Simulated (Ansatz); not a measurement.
# ZnS: the cost of one run

Computed with Ansatz 0.2.0 (DFT PBE, scalar-relativistic, plane waves, PAW, unless a step's input says otherwise).

### 1 The system as given

Symmetry: F-43m, No. 216, cubic system. Conventional cell: a = 5.443 Å, b = 5.443 Å, c = 5.443 Å, α = 90.00°, β = 90.00°, γ = 90.00°. Zn (site symmetry -43m) is surrounded by 4 S at 2.36 Å. S (site symmetry -43m) is surrounded by 4 Zn at 2.36 Å.

As a file:

```cif
data_structure
_symmetry_space_group_name_H-M 'P 1'
_symmetry_Int_Tables_number 1
_cell_length_a 3.8489
_cell_length_b 3.8489
_cell_length_c 3.8489
_cell_angle_alpha 60.000
_cell_angle_beta 60.000
_cell_angle_gamma 60.000
_cell_volume 40.32
loop_
_atom_site_label
_atom_site_type_symbol
_atom_site_fract_x
_atom_site_fract_y
_atom_site_fract_z
_atom_site_occupancy
Zn1 Zn 0.00000 0.00000 0.00000 1
S1 S 0.75000 0.75000 0.75000 1
```

This cell was relaxed beforehand with the same method: volume 20.16 Å³/atom, gap on the mesh 2.02 eV.

Bulk energy on matching settings, from an earlier run: -2111.3672 eV/atom.

### 2 Cutting the (111) slab

Planes are indexed in the bulk's conventional cell (F-43m (No. 216)), a = 5.443 Å, b = 5.443 Å, c = 5.443 Å, α = 90.00°, β = 90.00°, γ = 90.00°.

The slab is a (111) slab, 10.2 Å thick as cut, with 15 Å of vacuum; its outer planes are Zn (top) and S (bottom).

The slab as cut. Layers, bottom to top:

```
plane  atoms per cell  height over the lowest (Å)
    1               S                        0.00
    2              Zn                        0.79
    3               S                        3.14
    4              Zn                        3.93
    5               S                        6.29
    6              Zn                        7.07
    7               S                        9.43
    8              Zn                       10.21
```

### 3 The slab as cut, atoms at the bulk's places

The cell repeats along c, and a dipole correction in the vacuum removes the field between the copies.

The input, input.yaml:

```yaml
crystal:
  lattice:
    - [3.8488726992, 0.0, 0.0]
    - [-1.9244363496, 3.3332215334, 0.0]
    - [0.0, 0.0, 25.2134220477]
  atoms:
    - { symbol: S, position: [0.0, 0.0, 0.2974606139] }
    - { symbol: Zn, position: [0.3333333333, 0.6666666667, 0.3286205194] }
    - { symbol: S, position: [0.3333333333, 0.6666666667, 0.4221002361] }
    - { symbol: Zn, position: [0.6666666667, 0.3333333333, 0.4532601417] }
    - { symbol: S, position: [0.6666666667, 0.3333333333, 0.5467398583] }
    - { symbol: Zn, position: [0.0, 0.0, 0.5778997639] }
    - { symbol: S, position: [0.0, 0.0, 0.6713794806] }
    - { symbol: Zn, position: [0.3333333333, 0.6666666667, 0.7025393861] }
basis:
  ecutwfc: 420
kpoints:
  mp_grid: { grid: [9, 9, 1] }
hamiltonian:
  xc: pbe
scf:
  occupations: { method: gaussian, width: 0.05 }
output:
  forces: true
  stress: true
  eigenvalues: true
efield:
  axis: 3
  dipole_correction: true
  ramp_width: 0.04
```

Run with:

```console
$ ansatz run input.yaml --threads 1 --pin off --max-ram 2560MiB --backend cpu --events-out ev --progress --plain --runs-dir out
```

Q: Estimate wall time and peak memory on 1 thread of Intel Xeon Platinum 8259CL at 2.50GHz (Skylake/Cascade Lake), shared host.

About 26 s, with a peak of 0.56 GiB.
